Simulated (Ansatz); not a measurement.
# Energy landscape near a MgO structure

All numbers below come from Ansatz 0.2.0, DFT PBE, scalar-relativistic, plane waves, PAW.

Settings: cutoff 420 eV, Γ-centred mesh 9×9×6 on the computed 4-atom cell, Gaussian smearing of 0.02 eV; no spin polarisation.

Reference cell:

```xyz
4
Lattice="3.3078 0.0000 0.0000 -1.6539 2.8646 0.0000 0.0000 0.0000 4.9829" Properties=species:S:1:pos:R:3 pbc="T T T"
Mg    0.0000    1.9097    0.0108
Mg    1.6539    0.9549    2.5022
O     0.0000    1.9097    2.0053
O     1.6539    0.9549    4.4967
```

Each variant moves atoms of this cell by the vectors given, if any (Å), and then applies a symmetric strain (tensor components, Cartesian axes). The reference cell isn't relaxed at this level. Energies are per atom at zero smearing, counted from the lowest variant. Pressure is positive in compression.

1. strain (xx yy zz yz xz xy, %) -3.09 1.57 4.24 0.00 3.48 0.00; moves: Mg1 (0.008, 0.028, -0.020); Mg2 (0.008, -0.028, -0.020); O3 (-0.008, -0.012, 0.020); O4 (-0.008, 0.012, 0.020)
2. no strain; moves: O3 (0.150, 0.000, 0.000)
3. strain (xx yy zz yz xz xy, %) 7.20 5.38 1.35 6.00 3.46 -1.57; moves: Mg1 (0.014, 0.013, 0.044); Mg2 (0.004, 0.019, 0.044); O3 (-0.117, 0.046, -0.044); O4 (0.098, -0.078, -0.044)
4. strain (xx yy zz yz xz xy, %) 0.15 -1.66 -1.04 -0.19 -0.23 0.67; moves: Mg1 (-0.042, 0.205, 0.092); Mg2 (0.197, -0.026, -0.159); O3 (-0.256, -0.013, -0.083); O4 (0.101, -0.166, 0.151)
5. strain (xx yy zz yz xz xy, %) 3.16 3.16 4.66 0.00 0.00 0.00; moves: Mg1 (0.000, 0.000, 0.100); Mg2 (0.000, 0.000, 0.100); O3 (0.000, 0.000, -0.100); O4 (0.000, 0.000, -0.100)
6. strain (xx yy zz yz xz xy, %) 3.32 3.32 -5.68 0.00 0.00 0.00; moves: Mg1 (0.000, 0.000, -0.341); Mg2 (0.000, 0.000, -0.100); O3 (0.000, 0.000, 0.334); O4 (0.000, 0.000, 0.107)
7. no strain; moves: O4 (-0.033, -0.105, -0.102)
8. strain (xx yy zz yz xz xy, %) -2.71 -2.71 -1.21 0.00 0.00 0.00; moves: Mg1 (0.000, 0.000, 0.100); Mg2 (0.000, 0.000, 0.100); O3 (0.000, 0.000, -0.100); O4 (0.000, 0.000, -0.100)
9. no strain; moves: Mg1 (-0.005, 0.178, -0.330)

| variant | ΔE (meV/atom) | P (GPa) | largest force (eV/Å) | gap on mesh (eV) | space group |
| --- | --- | --- | --- | --- | --- |
| 1 | 6.0 | 1.78 | 0.85 | 3.28 | Cc |
| 2 | 0.0 | 4.38 | 1.74 | 3.45 | P1 |
| 3 | 139.0 | -5.90 | 1.24 | 2.47 | Cc |
| 4 | 752.1 | 33.10 | 9.93 | 3.36 | P1 |
| 5 | 44.6 | -4.84 | 1.51 | 3.21 | P6_3mc |
| 6 | 9.9 | 0.54 | 0.66 | 3.02 | P3m1 |
| 7 | 0.2 | 4.59 | 1.68 | 3.51 | P1 |
| 8 | 109.5 | 18.08 | 2.66 | 4.12 | P6_3mc |
| 9 | 145.3 | 7.29 | 4.34 | 3.18 | P1 |

An odd mesh misses points on the zone edge, so a gap read on it can be too wide.

This wurtzite form isn't the usual stable structure of the compound.